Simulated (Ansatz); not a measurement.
BaSnO3 (cubic perovskite)

```xyz
5
Lattice="4.1762 0.0000 0.0000 0.0000 4.1762 0.0000 0.0000 0.0000 4.1762" Properties=species:S:1:pos:R:3 pbc="T T T"
Ba     0.0000     0.0000     0.0000
Sn     2.0881     2.0881     2.0881
O      0.0000     2.0881     2.0881
O      2.0881     2.0881     0.0000
O      2.0881     0.0000     2.0881
```

The slice is a {100} plane (indices of the conventional cell) through the point (0.500, 0.500, 0.500) (fractional), spanned by u = [100] and v = [010] in vectors of this cell: u (4.18 Å) and v (4.18 Å, at 90° to u). It covers one period; positions are fractions (u, v).

The numbers are results of PBE (plane waves to 420 eV, PAW, scalar-relativistic; Ansatz, a program for electronic structure), not measurements. k mesh 8×8×8. Inside the PAW spheres the values are not all-electron values, and peaks at nuclei hang on which shells count as valence. BaSnO3 was relaxed with its symmetry unable to fall. The PAW data are Ansatz's earlier set.

Three fields on this plane, each scaled to ten steps between its own extremes (0 low, 9 high; the total valence density on a logarithmic scale, the potential cut 8 eV below its top; x marks points blanked near nuclei; v = 0 in the bottom row):

Map A
```
|xxxxxx1xxxxxxxxxxx1xxxxx|
|xxxxx013xxxxxxxxx310xxxx|
|xxxxx013xxxxxxxxx310xxxx|
|xxxx00125xxxxxxx52100xxx|
|xx000001369xxx963100000x|
|111110001346664310001111|
|xx332100012232210001233x|
|xxxx53100001110000135xxx|
|xxxxx631000000000136xxxx|
|xxxxx942000000000249xxxx|
|xxxxxx6210000000126xxxxx|
|xxxxxx6310000000136xxxxx|
|xxxxxx6210000000126xxxxx|
|xxxxx942000000000249xxxx|
|xxxxx631000000000136xxxx|
|xxxx53100001110000135xxx|
|xx332100012232210001233x|
|111110001346664310001111|
|xx000001369xxx963100000x|
|xxxx00125xxxxxxx52100xxx|
|xxxxx013xxxxxxxxx310xxxx|
|xxxxx013xxxxxxxxx310xxxx|
|xxxxxx1xxxxxxxxxxx1xxxxx|
|xxxxxx1xxxxxxxxxxx1xxxxx|
```

Map B
```
|xxxxxx9xxxxxxxxxxx9xxxxx|
|xxxxx999xxxxxxxxx999xxxx|
|xxxxx888xxxxxxxxx888xxxx|
|xxxx87778xxxxxxx87778xxx|
|xx987656678xxx876656789x|
|999875545567776554557899|
|xx987644344454443446789x|
|xxxx86533223332233568xxx|
|xxxxx754221111122457xxxx|
|xxxxx864211000112468xxxx|
|xxxxxx7431000001347xxxxx|
|xxxxxx7531000001357xxxxx|
|xxxxxx7431000001347xxxxx|
|xxxxx864211000112468xxxx|
|xxxxx754221111122457xxxx|
|xxxx86533223332233568xxx|
|xx987644344454443446789x|
|999875545567776554557899|
|xx987656678xxx876656789x|
|xxxx87778xxxxxxx87778xxx|
|xxxxx888xxxxxxxxx888xxxx|
|xxxxx999xxxxxxxxx999xxxx|
|xxxxxx9xxxxxxxxxxx9xxxxx|
|xxxxxx9xxxxxxxxxxx9xxxxx|
```

Map C
```
|xxxxxx5xxxxxxxxxxx5xxxxx|
|xxxxx953xxxxxxxxx359xxxx|
|xxxxx852xxxxxxxxx258xxxx|
|xxxx97421xxxxxxx12479xxx|
|xx987531000xxx000135789x|
|555543210000000001234555|
|xx322110000000000011223x|
|xxxx10000000000000001xxx|
|xxxxx000000000000000xxxx|
|xxxxx000000000000000xxxx|
|xxxxxx0000000000000xxxxx|
|xxxxxx0000000000000xxxxx|
|xxxxxx0000000000000xxxxx|
|xxxxx000000000000000xxxx|
|xxxxx000000000000000xxxx|
|xxxx10000000000000001xxx|
|xx322110000000000011223x|
|555543210000000001234555|
|xx987531000xxx000135789x|
|xxxx97421xxxxxxx12479xxx|
|xxxxx852xxxxxxxxx258xxxx|
|xxxxx953xxxxxxxxx359xxxx|
|xxxxxx5xxxxxxxxxxx5xxxxx|
|xxxxxx5xxxxxxxxxxx5xxxxx|
```

Question: Assign the maps to these fields: density of the lowest conduction band (whole band as if filled, smooth part); density of the highest valence band (whole band, smooth part); valence electron density.

Answer: A is the density of the highest valence band (whole band, smooth part); B is the valence electron density; C is the density of the lowest conduction band (whole band as if filled, smooth part).
